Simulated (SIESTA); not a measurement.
Runs of SIESTA 5.4.2 on Mo. The structure is cubic, space group Im-3m (No. 229). The conventional cell has a = 3.168 Å, b = 3.168 Å, c = 3.168 Å, α = 90.00°, β = 90.00°, γ = 90.00°. Around Mo (site symmetry m-3m) lie 8 Mo at 2.74 Å. 

| task | level | potentials or basis | cell | optimiser | force tolerance | gap on the mesh (eV) | pressure (GPa) | V0 of scaled cells (Å³/atom) | relaxed volume (Å³/atom) | B0 (GPa) |
| --- | --- | --- | --- | --- | --- | --- | --- | --- | --- | --- |
| equation of state | LDA | PseudoDojo 0.4 standard (LDA files), DZP (energy shift 0.003 Ry; two zetas on semicore shells) | as given | - | - | - | - | 15.26 | - | (b) |
| relaxation of cell and atoms | vdW-DF-cx | PseudoDojo 0.4 standard (PBE files), DZP (energy shift 0.003 Ry; two zetas on semicore shells) | relaxed | Broyden | 0.02 eV/Å | none | 0.0 | - | 15.57 | - |
| relaxation of cell and atoms | BLYP | PseudoDojo 0.4 standard (PBE files), DZP (energy shift 0.003 Ry; two zetas on semicore shells) | relaxed | CG | 0.01 eV/Å | none | -0.1 | - | (a) | - |
| equation of state | PBEsol | PseudoDojo 0.4 standard (PBEsol files), DZP (energy shift 0.003 Ry; two zetas on semicore shells) | as given | - | - | - | - | 15.51 | - | 286 |

Alike in all rows: no spin polarisation; k mesh 12 × 12 × 12; smearing fermi-dirac 0.05 eV; grid cutoff 800 Ry; energy shift 0.003 Ry.

**Question.** Fill in the values left out.

**Answer.** (a) 16.59; (b) 298.

Caveats: the basis of atomic orbitals isn't converged, which shifts pressures, moduli and gaps; the potentials were made for another functional, which shifts forces and pressure (some runs).

A k mesh can miss the band edges, and the runs leave out spin-orbit coupling on Mo.

A gap of «none» marks a metal or a gap under the smearing width.

Runs at the PBE level aren't shown here.
